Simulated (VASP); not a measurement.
Set up this calculation in VASP 6.6.1, as the native input.

* Task: single point
* Functional: PBE
* Potentials or basis: VASP PAW PBE potentials, release 64 (Mg, O)
* Cutoff: 520 eV
* k mesh: 6 × 6 × 4
* Occupations: gaussian, width 0.1 eV
* Spin: no spin polarisation
* Dipole correction: no
* Further INCAR settings: ALGO = Normal; EDIFF = 1e-06; NBANDS = 16

The structure of MgO lies in POSCAR:

```
MgO
1.0
    3.3077869865      0.0000000000      0.0000000000
   -1.6538934933      2.8646275606      0.0000000000
    0.0000000000      0.0000000000      4.9828816700
Mg O
2 2
Direct
    0.3333333300      0.6666666700      0.0021597400
    0.6666666700      0.3333333300      0.5021597400
    0.3333333300      0.6666666700      0.4024402600
    0.6666666700      0.3333333300      0.9024402600
```

Measurements of this composition are mostly on another form, of space group No. 225.

These files were run (other wordings do the same):

INCAR

```
PREC = Accurate
ENCUT = 520
EDIFF = 1E-6
ISMEAR = 0
SIGMA = 0.1
LREAL = False
LASPH = True
NELM = 60
ALGO = Normal
ISIF = 2
LWAVE = False
LCHARG = False
GGA = PE
NBANDS = 16
```

KPOINTS

```
Automatic mesh
0
Gamma
  6 6 4
```

Potentials or basis: VASP PAW PBE potentials, release 64 (Mg, O).

Command:

```sh
$ cat potpaw_PBE.64/Mg/POTCAR potpaw_PBE.64/O/POTCAR > POTCAR
$ mpirun -np 1 vasp_std > vasp.out
```

Results of the run:

```json
{
 "Pressure": "2.9 GPa",
 "Largest force": "0.008 eV/Å",
 "Band gap on the k mesh": "3.46 eV, direct"
}
```

Wall time 19 s on 1 thread of Intel(R) Xeon(R) Platinum 8259CL CPU @ 2.50GHz (Skylake/Cascade Lake), with other jobs on the host, peak memory 0.18 GiB.
